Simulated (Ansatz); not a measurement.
# V (simple hexagonal type): the cost of one run

Method: DFT PBE, with the methods named in each step, in Ansatz 0.2.0.

### Step 1. The structure to begin with

Symmetry: P6/mmm, No. 191, hexagonal system. Conventional cell: a = 2.600 Å, b = 2.600 Å, c = 2.426 Å, α = 90.00°, β = 90.00°, γ = 120.00°. V (site symmetry 6/mmm) has 8 V at 2.43 to 2.60 Å in its first shell of neighbours.

As a file:

```cif
data_structure
_symmetry_space_group_name_H-M 'P6/mmm'
_symmetry_Int_Tables_number 191
_cell_length_a 2.5997
_cell_length_b 2.5997
_cell_length_c 2.4260
_cell_angle_alpha 90.000
_cell_angle_beta 90.000
_cell_angle_gamma 120.000
_cell_volume 14.20
loop_
_atom_site_label
_atom_site_type_symbol
_atom_site_symmetry_multiplicity
_atom_site_Wyckoff_symbol
_atom_site_fract_x
_atom_site_fract_y
_atom_site_fract_z
_atom_site_occupancy
V1 V 1 a 0.00000 0.00000 0.00000 1
```

The file gives the conventional cell by its symmetry; the runs use the cell typed in the input.

Whether this phase is the stable one at these pressures isn't tested.

### Step 2. The reference volume, LAPW

input.yaml reads:

```yaml
crystal:
  lattice:
    - [2.5997421748, 0.0, 0.0]
    - [-1.2998710874, 2.2514427666, 0.0]
    - [0.0, 0.0, 2.4259631408]
  atoms:
    - { symbol: V, position: [0.0, 0.0, 0.0] }
kpoints:
  mp_grid: { grid: [17, 17, 15] }
  band_path:
    path:
      - [0.0, 0.0, 0.0]
      - [0.5, 0.0, 0.0]
      - [0.3333333333, 0.3333333333, 0.0]
      - [0.0, 0.0, 0.0]
      - [0.0, 0.0, 0.5]
      - [0.5, 0.0, 0.5]
      - [0.3333333333, 0.3333333333, 0.5]
      - [0.0, 0.0, 0.5]
      - [0.5, 0.0, 0.5]
    npoints: 14
scf:
  occupations: { method: fermi_dirac, width: 0.05 }
hamiltonian:
  xc: pbe
  pseudopotentials: { kind: all_electron, lapw: { basis_error: 0.001 } }
output:
  forces: true
  stress: true
  eigenvalues: true
  populations: true
  dos: { projected: true, de: 0.2, e_range: [-14, 8] }
```

The run is started by

```console
> ansatz run input.yaml --threads 1 --pin off --max-ram 2048MiB --backend cpu --events-out ev --progress --plain --runs-dir out
```

**Question.** How long does this run take on 1 thread of AMD EPYC 7R43 (Zen 3), shared host, and how much memory does it need?

About 14 s, with a peak of 0.39 GiB.
